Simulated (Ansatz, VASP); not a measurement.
Two plane-wave programs on SrO

INCAR

```
ALGO = Normal ; EDIFF = 1E-8
ENCUT = 520 ; GGA = CA
ISIF = 2 ; ISMEAR = -1
LASPH = True ; LCHARG = False
LEFG = True ; LREAL = False
LWAVE = False ; NBANDS = 15
NELM = 100 ; PREC = Accurate
SIGMA = 0.02
```

The input KPOINTS:

```
k-points
0
Gamma
  8 8 8
```

The input POSCAR:

```
SrO
1.0
    0.0000000000      2.5262356518      2.5262356518
    2.5262356518      0.0000000000      2.5262356518
    2.5262356518      2.5262356518      0.0000000000
Sr O
1 1
Direct
    0.0000000000      0.0000000000      0.0000000000
    0.5000000000      0.5000000000      0.5000000000
```

Input for Ansatz:

```yaml
crystal:
  lattice:
    - [0.0, 2.5262356518, 2.5262356518]
    - [2.5262356518, 0.0, 2.5262356518]
    - [2.5262356518, 2.5262356518, 0.0]
  atoms:
    - { symbol: Sr, position: [0.0, 0.0, 0.0] }
    - { symbol: O, position: [0.5, 0.5, 0.5] }
kpoints:
  mp_grid: { grid: [8, 8, 8] }
scf:
  occupations: { method: fermi_dirac, width: 0.02 }
hamiltonian:
  xc: lda
  pseudopotentials: { kind: paw }
output:
  forces: true
  stress: true
  eigenvalues: true
  efg: { contact_densities: true }
```

Change from the starting cell: volume scaled by 0.95, PAW files.

Alike in both runs: task electric field gradients; functional LDA; k mesh 8 × 8 × 8; occupations fermi-dirac, width 0.02 eV; no spin polarisation.

|  | VASP | Ansatz |
| --- | --- | --- |
| version | VASP 6.6.1 | Ansatz 0.2.0 |
| potentials or method | VASP PAW LDA potentials, release 64 (Sr_sv, O) | PAW with Ansatz's default frozen-core files, scalar-relativistic |
| plane-wave cutoff (eV) | 520 | 420 |
| valence electrons in the cell | 16 | 16 |

VASP gave:

- gap on the k mesh at the Fermi level (eV): 3.05
- pressure (GPa): 1.6
- Vzz of the field gradient on the site that differs most (V/Å²): 0.0

Task: Estimate Ansatz's values.

Result: gap on the k mesh at the Fermi level (eV): 3.12; pressure (GPa): 0.7; Vzz of the field gradient on the site that differs most (V/Å²): 0.0.

Ansatz warned: «gradients_without_spin_orbit».

A k mesh can miss the band edges.
